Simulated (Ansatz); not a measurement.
CdSe built on the zincblende prototype, relaxed with r2SCAN in Ansatz 0.2.0. The symmetry is F-43m (No. 216, cubic); a = 6.136 Å in the conventional setting, 28.87 Å³ an atom. Cd has 4 Se at 2.66 Å; Se has 4 Cd at 2.66 Å.

The axes x, y and z are those of this cell:
```
CELL_PARAMETERS angstrom
0.00000 3.06778 3.06778
3.06778 0.00000 3.06778
3.06778 3.06778 0.00000
ATOMIC_POSITIONS crystal
Cd 0.00000 0.00000 0.00000
Se 0.25000 0.25000 0.25000
```

Unstrained: The PBE gap is direct at Γ: 0.555 eV. The r2SCAN gap is direct at Γ: 1.037 eV. The HSE06 gap is direct at Γ: 1.483 eV. Meshes: PBE 8×8×8, r2SCAN 8×8×8, HSE06 6×6×6. Strains are changes of length per length. After each strain the atoms were relaxed again with r2SCAN within the symmetry that the strain leaves, so tilts or polar shifts that break it weren't tested; points keep the names that they have in the unstrained zone. The values are computed, spin-unpolarised, and not measurements.

Question: Apply epitaxial +1.03 % in the xy plane, free normal strain -1.59 %. How far does the gap move, against the unstrained cell?

Answer: PBE: the gap goes from 0.555 to 0.494 eV (-0.061 eV); with r2SCAN the top three valence levels at Γ, degenerate before, become 1+2 from the top over 78 meV. r2SCAN: the gap goes from 1.037 to 0.974 eV (-0.063 eV). HSE06: the gap goes from 1.483 to 1.418 eV (-0.065 eV). The r2SCAN energy rises by 0.8 meV an atom.

Question: Estimate what uniaxial +2.3 % along z, other directions held does to the gap.

Answer: PBE: the gap goes from 0.555 to 0.483 eV (-0.072 eV); with r2SCAN the top three valence levels at Γ, degenerate before, become 2+1 from the top over 73 meV. r2SCAN: the gap goes from 1.037 to 0.961 eV (-0.076 eV). HSE06: the gap goes from 1.483 to 1.401 eV (-0.082 eV). The r2SCAN energy rises by 3.2 meV an atom.

Question: Estimate what biaxial -3.34 % in x and y, z held does to the gap.

Answer: PBE: the gap goes from 0.555 to 0.653 eV (+0.098 eV); with r2SCAN the top three valence levels at Γ, degenerate before, become 2+1 from the top over 120 meV. r2SCAN: the gap goes from 1.037 to 1.146 eV (+0.109 eV). HSE06: the gap goes from 1.483 to 1.604 eV (+0.121 eV). The r2SCAN energy rises by 22.9 meV an atom.

Spin-orbit coupling is left out.

The meshes of the hybrids are coarse, so their gaps aren't converged to the digits shown.

The splittings at Γ are without spin-orbit coupling, which regroups them where it is of like size or larger.
